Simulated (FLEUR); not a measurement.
# MoS2 (P6_3/mmc) in FLEUR: band structure with PBEsol

Aim: the band structure of MoS2 with PBEsol.

Everything below comes from runs of FLEUR MaX-R8.1 (later development tree). Logs are shortened: lines on timing, memory, paths and dates and some standing lists are left out, and cuts for length are marked.

**Measured values to compare with.**

“Multiwavelength excitation Raman Scattering Analysis of bulk and 2 dimensional MoS2: Vibrational properties of atomically thin MoS2 layers”, 2015, arxiv:1506.03228 reports, for a bulk crystal of MoS2 at 300 K: band gap 1.3 eV (indirect).

The runs below are set against these values where they give the same quantity.

## (1) The crystal as given

It takes space group P6_3/mmc (No. 194, hexagonal). The conventional cell has a = 3.169 Å, b = 3.169 Å, c = 12.324 Å, α = 90.00°, β = 90.00°, γ = 120.00°. Mo (site symmetry -6m2) has 6 S at 2.41 Å as nearest neighbours. Around S (site symmetry 3m) lie 3 Mo at 2.41 Å.

## (2) Band structure, PBEsol

inp.xml

```xml
<?xml version="1.0" encoding="UTF-8" standalone="no"?>
<fleurInput fleurInputVersion="0.39">
   <comment>
      MoS2                                                                                                
   </comment>
   <calculationSetup>
      <cutoffs Kmax="5.41" Gmax="16.8" GmaxXC="16.8" numbands="0"/>
      <scfLoop itmax="60" minDistance="0.00001" maxIterBroyd="15" imix="Anderson" alpha="0.05" precondParam="0.0" spinf="2.0" sdNocoIR="T"/>
      <coreElectrons ctail="T" frcor="F" kcrel="0" coretail_lmax="0"/>
      <xcFunctional name="PBEs" relativisticCorrections="F"/>
      <magnetism jspins="1"/>
      <soc l_soc="F" theta="0.0" phi="0.0" spav="F"/>
      <expertModes spex="0" secvar="F"/>
      <geometryOptimization l_f="F" forcealpha="1.0" forcemix="BFGS" epsdisp="0.00001" epsforce="0.00001"/>
      <ldaU l_linMix="F" mixParam="0.05" spinf="1.0"/>
   </calculationSetup>
   <cell>
      <bzIntegration valenceElectrons="52.0" mode="hist" fermiSmearingEnergy="0.00183747">
         <kPointListSelection listName="default-1"/>
         <!-- k-points included here -->
         <xi:include xmlns:xi="http://www.w3.org/2001/XInclude" href="kpts.xml"> </xi:include>
      </bzIntegration>
      <!-- symmetry operations included here -->
[... 39 lines left out ...]
         <lo type="SCLO" l="2" n="3" eDeriv="2"/>
         <lo type="SCLO" l="3" n="4" eDeriv="2"/>
      </species>
   </atomSpecies>
   <atomGroups>
      <atomGroup species="Molybdenum (Mo)">
         <relPos label="                   1">-1.000/3.000 1.000/3.000 -1.000/4.000</relPos>
         <relPos label="                   2">1.000/3.000 -1.000/3.000 1.000/4.000</relPos>
         <force calculate="T" relaxXYZ="TTT"/>
      </atomGroup>
      <atomGroup species="Sulfur (S)">
         <relPos label="                   3">-1.000/3.000 1.000/3.000 .3770000000</relPos>
         <relPos label="                   4">1.000/3.000 -1.000/3.000 -.1230000000</relPos>
         <relPos label="                   5">-1.000/3.000 1.000/3.000 .1230000000</relPos>
         <relPos label="                   6">1.000/3.000 -1.000/3.000 -.3770000000</relPos>
         <force calculate="T" relaxXYZ="TTT"/>
      </atomGroup>
   </atomGroups>
   <output dos="F" band="F" slice="F">
      <checks vchk="F" cdinf="F"/>
      <bandDOS minEnergy="-.5*Htr" maxEnergy="0.5*Htr" sigma="0.015" storeEVData="T"/>
      <vacuumDOS vacdos="F" integ="F" star="F" nstars="0" locx1="0.0" locy1="0.0" locx2="0.0" locy2="0.0" nstm="0" tworkf="0.0"/>
      <unfoldingBand unfoldBand="F" supercellX="1" supercellY="1" supercellZ="1"/>
      <plotting iplot="0" polar="F">
         <plot TwoD="T" vec1="  1.0  0.0  0.0" vec2="  0.0  1.0  0.0" vec3="  0.0  0.0  1.0" zero="  0.0  0.0  0.0" file="plot"/>
      </plotting>
      <chargeDensitySlicing numkpt="0" minEigenval="0.0" maxEigenval="0.0" nnne="0" pallst="F"/>
      <specialOutput eonly="F"/>
      <moessbauerParams electricFieldGradient="T" isomerShift="T" coreHyperfine="T" valenceHyperfine="T"/>
      <magneticCircularDichroism mcd="F" energyLo="-10.0" energyUp="0.0"/>
   </output>
  <!-- We include the file relax.xml here to enable relaxations (see documentation) -->
  <xi:include xmlns:xi="http://www.w3.org/2001/XInclude" href="relax.xml"> <xi:fallback/> </xi:include>
</fleurInput>
```

crystal.txt

```
MoS2
&input cartesian=F /
3.1690000000  0.0000000000  0.0000000000
-1.5845000000  2.7444345046  0.0000000000
0.0000000000  0.0000000000  12.3240000000
1.8897261246
1.0 1.0 1.0

6
42 0.6666666666  0.3333333332  0.7500000000
42 0.3333333332  0.6666666666  0.2500000000
16 0.6666666666  0.3333333332  0.3770000000
16 0.3333333332  0.6666666666  0.8770000000
16 0.6666666666  0.3333333332  0.1230000000
16 0.3333333332  0.6666666666  0.6230000000

&kpt div1=10 div2=10 div3=3 gamma=T /
```

inp.xml (bands)

```
<?xml version="1.0" encoding="UTF-8" standalone="no"?>
<fleurInput fleurInputVersion="0.39">
   <comment>
      MoS2                                                                                                
   </comment>
   <calculationSetup>
      <cutoffs Kmax="5.41" Gmax="16.8" GmaxXC="16.8" numbands="0"/>
      <scfLoop itmax="60" minDistance="0.00001" maxIterBroyd="15" imix="Anderson" alpha="0.05" precondParam="0.0" spinf="2.0" sdNocoIR="T"/>
      <coreElectrons ctail="T" frcor="F" kcrel="0" coretail_lmax="0"/>
      <xcFunctional name="PBEs" relativisticCorrections="F"/>
      <magnetism jspins="1"/>
      <soc l_soc="F" theta="0.0" phi="0.0" spav="F"/>
      <expertModes spex="0" secvar="F"/>
      <geometryOptimization l_f="F" forcealpha="1.0" forcemix="BFGS" epsdisp="0.00001" epsforce="0.00001"/>
      <ldaU l_linMix="F" mixParam="0.05" spinf="1.0"/>
   </calculationSetup>
   <cell>
      <bzIntegration valenceElectrons="52.0" mode="hist" fermiSmearingEnergy="0.00183747">
         <kPointListSelection listName="path-1"/>
         <!-- k-points included here -->
         <xi:include xmlns:xi="http://www.w3.org/2001/XInclude" href="kpts.xml"> </xi:include>
      </bzIntegration>
      <!-- symmetry operations included here -->
[... 40 lines left out ...]
         <lo type="SCLO" l="3" n="4" eDeriv="2"/>
      </species>
   </atomSpecies>
   <atomGroups>
      <atomGroup species="Molybdenum (Mo)">
         <relPos label="                   1">-1.000/3.000 1.000/3.000 -1.000/4.000</relPos>
         <relPos label="                   2">1.000/3.000 -1.000/3.000 1.000/4.000</relPos>
         <force calculate="T" relaxXYZ="TTT"/>
      </atomGroup>
      <atomGroup species="Sulfur (S)">
         <relPos label="                   3">-1.000/3.000 1.000/3.000 .3770000000</relPos>
         <relPos label="                   4">1.000/3.000 -1.000/3.000 -.1230000000</relPos>
         <relPos label="                   5">-1.000/3.000 1.000/3.000 .1230000000</relPos>
         <relPos label="                   6">1.000/3.000 -1.000/3.000 -.3770000000</relPos>
         <force calculate="T" relaxXYZ="TTT"/>
      </atomGroup>
   </atomGroups>
   <output dos="F" band="T" slice="F">
      <checks vchk="F" cdinf="F"/>
      <bandDOS minEnergy="-.5*Htr" maxEnergy="0.5*Htr" sigma="0.015" storeEVData="T"/>
      <vacuumDOS vacdos="F" integ="F" star="F" nstars="0" locx1="0.0" locy1="0.0" locx2="0.0" locy2="0.0" nstm="0" tworkf="0.0"/>
      <unfoldingBand unfoldBand="F" supercellX="1" supercellY="1" supercellZ="1"/>
      <plotting iplot="0" polar="F">
         <plot TwoD="T" vec1="  1.0  0.0  0.0" vec2="  0.0  1.0  0.0" vec3="  0.0  0.0  1.0" zero="  0.0  0.0  0.0" file="plot"/>
      </plotting>
      <chargeDensitySlicing numkpt="0" minEigenval="0.0" maxEigenval="0.0" nnne="0" pallst="F"/>
      <specialOutput eonly="F"/>
      <moessbauerParams electricFieldGradient="T" isomerShift="T" coreHyperfine="T" valenceHyperfine="T"/>
      <magneticCircularDichroism mcd="F" energyLo="-10.0" energyUp="0.0"/>
   </output>
  <!-- We include the file relax.xml here to enable relaxations (see documentation) -->
  <xi:include xmlns:xi="http://www.w3.org/2001/XInclude" href="relax.xml"> <xi:fallback/> </xi:include>
</fleurInput>
```

Potentials or basis: all-electron, FLAPW.

On the command line:

```bash
$ inpgen -f crystal.txt -profile fastHighL
$ # inp.xml edited to the form shown
$ mpirun -n 4 fleur_MPI -pe_per_kpt 1
$ mpirun -n 4 fleur_MPI -pe_per_kpt 1   # second run, on inp.xml (bands)
```

Output:

```text
Welcome to FLEUR        (www.flapw.de)
      MaX-Release 8.1          (www.max-centre.eu)

 ========== k-point set info ==========
 Selected k-point list: default-1
 k-point list type: mesh
 10 x 10 x 3
 Number of k points: 28

 ------------Calculation Setup---------------------------
 Number of MPI-tasks      :            4
 Number of PE/node        :            4
 Number of OMP-threads    :            1
 Using exactly            1  PE per kpt
 k-points in parallel     :            4
 pe's per k-point         :            1
 No of k-point loops      :            7
 Using exactly            1  PE per kpt
 Using exactly            1  PE per kpt
 Using exactly            1  PE per kpt
 Eigenvalue solver        :       lapack
 Number of basis functions:         2162
 Approximate size of matrices (H+S) per k-point:         0.070 GB
 --------------------------------------------------------
 Iteration:     1   Distance:      15.10183749 me/bohr^3
 Iteration:     2   Distance:      12.67301560 me/bohr^3
 Iteration:     3   Distance:       6.06365657 me/bohr^3
 Iteration:     4   Distance:       9.18344250 me/bohr^3
 Iteration:     5   Distance:       4.74569787 me/bohr^3
 Iteration:     6   Distance:       3.07324461 me/bohr^3
 Iteration:     7   Distance:       2.05332997 me/bohr^3
 Iteration:     8   Distance:       0.41440575 me/bohr^3
 Iteration:     9   Distance:       0.07665109 me/bohr^3
 Iteration:    10   Distance:       0.02102626 me/bohr^3
 Iteration:    11   Distance:       0.04813929 me/bohr^3
 Iteration:    12   Distance:       0.00556702 me/bohr^3
 Iteration:    13   Distance:       0.00583679 me/bohr^3
 Iteration:    14   Distance:       0.00050959 me/bohr^3
 Iteration:    15   Distance:       0.00011897 me/bohr^3
 Iteration:    16   Distance:       0.00009251 me/bohr^3
 Iteration:    17   Distance:       0.00004409 me/bohr^3
 Iteration:    18   Distance:       0.00001462 me/bohr^3
 Iteration:    19   Distance:       0.00000552 me/bohr^3

 ********************************************************************
 Run finished successfully
 Stop message:
   all done
 ********************************************************************
```

It took 6.7 min on 4 MPI ranks of Arm Neoverse V2, shared host.

Results:

| Item | Value |
| --- | --- |
| Free energy | -263660.8726 eV |
| Band gap on the k mesh | 0.88 eV, indirect (least direct gap 1.87 eV) |
| Band gap along the path | 0.83 eV, indirect (least direct gap 1.65 eV) |
| Valence electrons inside the program's atomic spheres | Mo 12.02; S 3.24 (radii Mo 2.41, S 1.81 bohr) |

Levels at the corners of the path, in eV from the valence-band top:
| point | band 24 | band 25 | band 26 | band 27 | band 28 | band 29 |
| --- | --- | --- | --- | --- | --- | --- |
| Γ | -1.19 | -1.17 | 0.00 | 2.09 | 2.09 | 2.12 |
| M | -1.53 | -1.43 | -1.30 | 1.59 | 1.64 | 1.98 |
| K | -2.69 | -0.79 | -0.62 | 1.03 | 1.03 | 1.78 |
| Γ | -1.19 | -1.17 | 0.00 | 2.09 | 2.09 | 2.12 |
| A | -2.16 | -0.27 | -0.27 | 2.10 | 2.10 | 2.10 |
| L | -1.63 | -1.36 | -1.36 | 1.61 | 1.61 | 2.13 |
| H | -2.87 | -0.72 | -0.72 | 1.03 | 1.03 | 2.25 |
| A | -2.16 | -0.27 | -0.27 | 2.10 | 2.10 | 2.10 |
| L | -1.63 | -1.36 | -1.36 | 1.61 | 1.61 | 2.13 |
| M | -1.53 | -1.43 | -1.30 | 1.59 | 1.64 | 1.98 |
| K | -2.69 | -0.79 | -0.62 | 1.03 | 1.03 | 1.78 |
| H | -2.87 | -0.72 | -0.72 | 1.03 | 1.03 | 2.25 |

Core levels (eV from the Fermi level):
```csv
atom,levels
1 Mo,"1s1/2 -19798.0, 2s1/2 -2793.7, 2p1/2 -2570.3, 2p3/2 -2463.8, 3s1/2 -473.1, 3p1/2 -388.1, 3p3/2 -370.6, 3d3/2 -220.2, 3d5/2 -216.9"
2 Mo,"1s1/2 -19798.0, 2s1/2 -2793.7, 2p1/2 -2570.3, 2p3/2 -2463.8, 3s1/2 -473.1, 3p1/2 -388.1, 3p3/2 -370.6, 3d3/2 -220.2, 3d5/2 -216.9"
3 S,"1s1/2 -2395.7, 2s1/2 -205.5, 2p1/2 -151.4, 2p3/2 -150.2"
4 S,"1s1/2 -2395.7, 2s1/2 -205.5, 2p1/2 -151.4, 2p3/2 -150.2"
5 S,"1s1/2 -2395.7, 2s1/2 -205.5, 2p1/2 -151.4, 2p3/2 -150.2"
6 S,"1s1/2 -2395.7, 2s1/2 -205.5, 2p1/2 -151.4, 2p3/2 -150.2"
```

## (3) Comparison with measurements

Step 2. Against the measured gap of MoS2, 1.3 eV (indirect; 300 K; “Multiwavelength excitation Raman Scattering Analysis of bulk and 2 dimensional MoS2: Vibrational properties of atomically thin MoS2 layers”, 2015, arxiv:1506.03228), the calculated 0.83 eV is off by -0.47 eV. Spin-orbit coupling on Mo is left out. The value is that of PBEsol, without temperature or zero-point motion. Semilocal functionals fall short of measured gaps as a rule.
